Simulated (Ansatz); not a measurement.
Runs of Ansatz 0.2.0 on MgO. It takes space group Fm-3m (No. 225, cubic). Conventional cell: a = 4.194 Å, b = 4.194 Å, c = 4.194 Å, α = 90.00°, β = 90.00°, γ = 90.00°. Mg (site symmetry m-3m) has 6 O at 2.10 Å as nearest neighbours. O (site symmetry m-3m) has 6 Mg at 2.10 Å as nearest neighbours. The cell is a database's computed one.

| task | level | cell | smearing | gap on the mesh (eV) | pressure (GPa) | relaxed volume (Å³/atom) |
| --- | --- | --- | --- | --- | --- | --- |
| relaxation of cell and atoms | RPBE+D3(BJ) | relaxed | fermi-dirac 0.05 eV | (c) | 0.0 | 8.47 |
| relaxation of cell and atoms | revPBE+D3(BJ) | relaxed | fermi-dirac 0.05 eV | (b) | 0.0 | 9.24 |
| relaxation of cell and atoms | LDA | relaxed | fermi-dirac 0.05 eV | 5.03 | 0.0 | 8.99 |
| relaxation of cell and atoms | revPBE+D4 | relaxed | fermi-dirac 0.05 eV | 4.74 | 0.0 | 9.43 |
| single point | PBE | as given | gaussian 0.029 eV | 4.87 | (a) | - |

Alike in all rows: potentials or basis Ansatz PAW; no spin polarisation; k mesh 11 × 11 × 11; cutoff (eV) 420.

**Question.** Fill in the values left out.

**Answer.** (a) 6.9; (b) 4.94; (c) 5.86.

Caveats: odd divisions of the mesh miss points on the zone boundary, where band edges often lie, so the gap on the mesh can be too wide; the plane-wave basis is chosen anew once the cell has moved, so the energies of steps on either side of that aren't comparable (some runs); the PAW data sets come from PBE, with cores solved anew for the run's functional, which leaves a small shift of forces and pressure (some runs).

A k mesh can miss the band edges.
